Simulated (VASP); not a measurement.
Write the native input for VASP 6.6.1 that does the following.

- Task: single point
- Functional: PBE
- Potentials or basis: VASP PAW PBE potentials, release 64 (Cd, S)
- Cutoff: 520 eV
- k mesh: 7 × 7 × 4
- Occupations: fermi-dirac, width 0.05 eV
- Spin: no spin polarisation
- Further INCAR settings: ALGO = Normal; EDIFF = 1e-07; NBANDS = 26

The structure of CdS (Greenockite) lies in POSCAR:

```
CdS
1.0
    4.1500000000      0.0000000000      0.0000000000
   -2.0750000000      3.5940054257      0.0000000000
    0.0000000000      0.0000000000      6.7370000000
Cd S
2 2
Direct
    0.6523770000      0.3348300000      0.4982200000
    0.3323570000      0.6638290000      0.0023890000
    0.6625740000      0.3325360000      0.8727730000
    0.3393890000      0.6704910000      0.3751140000
```

The cell isn't the ideal one: atoms moved at random, drawn with an rms of 0.05 Å.

These files were run (other wordings do the same):

INCAR

```
PREC = Accurate ; ENCUT = 520
EDIFF = 1E-7 ; ISMEAR = -1
SIGMA = 0.05 ; LREAL = F
LASPH = T ; NELM = 60
ALGO = Normal ; ISIF = 2
LWAVE = F ; LCHARG = F
GGA = PE ; NBANDS = 26
```

KPOINTS

```
regular mesh
0
Gamma
  7 7 4
```

Potentials or basis: VASP PAW PBE potentials, release 64 (Cd, S).

Run with:

```sh
$ cat potpaw_PBE.64/Cd/POTCAR potpaw_PBE.64/S/POTCAR > POTCAR
$ mpirun -np 1 vasp_std > vasp.out
```

Results of the run:

| Quantity | Value |
| --- | --- |
| Pressure | 2.5 GPa |
| Largest force | 0.419 eV/Å |
| Band gap on the k mesh | 1.19 eV, direct |

Wall time 2.4 min on 1 thread of Intel(R) Xeon(R) Platinum 8559C (Emerald Rapids) (shared host), peak memory 0.36 GiB.
